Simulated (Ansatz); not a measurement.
# Au, one cell by several methods

```
Au
1.0
     0.00000    2.03535    2.06596
     2.03535    0.00000    2.06596
     2.03535    2.03535    0.00000
Au
1
Direct
  0.00000 0.00000 0.00000
```

The conventional cell has a = 2.878 Å, b = 2.878 Å, c = 4.132 Å, α = 90.00°, β = 90.00°, γ = 90.00°. Au (atom 1) has 12 Au at 2.88 to 2.90 Å as nearest neighbours.

The geometry is COD entry 9013036, unchecked; take it as a test cell. It was measured hot, at 574 K. The listed cell was then made from it by scaling, straining or moving an atom.

No spin–orbit coupling, which matters for the heavy atoms here.

All numbers are computed: DFT, PBE, PAW with Ansatz's default frozen-core files, scalar-relativistic (Ansatz 0.2.0); DFT, PBE, all-electron PAW with datasets made for the crystal, scalar-relativistic (Ansatz 0.2.0); DFT, PBE, all-electron LAPW, scalar-relativistic (Ansatz 0.2.0).

For PAW: a Γ-centred 14×14×14 k mesh, Fermi–Dirac smearing of 0.08 eV, cutoff 420 eV, no spin polarisation. The crystal-made all-electron datasets (AE datasets) take a cutoff of 260 eV at this cell. LAPW targets a basis error of 0.25 meV/atom. The Ansatz runs share mesh, smearing and spin set-up. Plane-wave (PAW) pressures include the program's estimate of the Pulay term.

Stress and pressure are positive in compression.

The change that made this cell: z strained by +1 % at fixed volume.

| quantity | PAW | AE datasets | LAPW |
| --- | --- | --- | --- |
| pressure (GPa) | 7.83 | 7.81 | 7.81 |
| stress xx (GPa) | 7.95 | 7.93 | 7.93 |
| stress zz (GPa) | 7.60 | 7.58 | 7.58 |

PAW's pressure differs from the LAPW value by +0.02 GPa. Datasets made for the crystal and LAPW share parts of one code, so their agreement isn't an independent check.
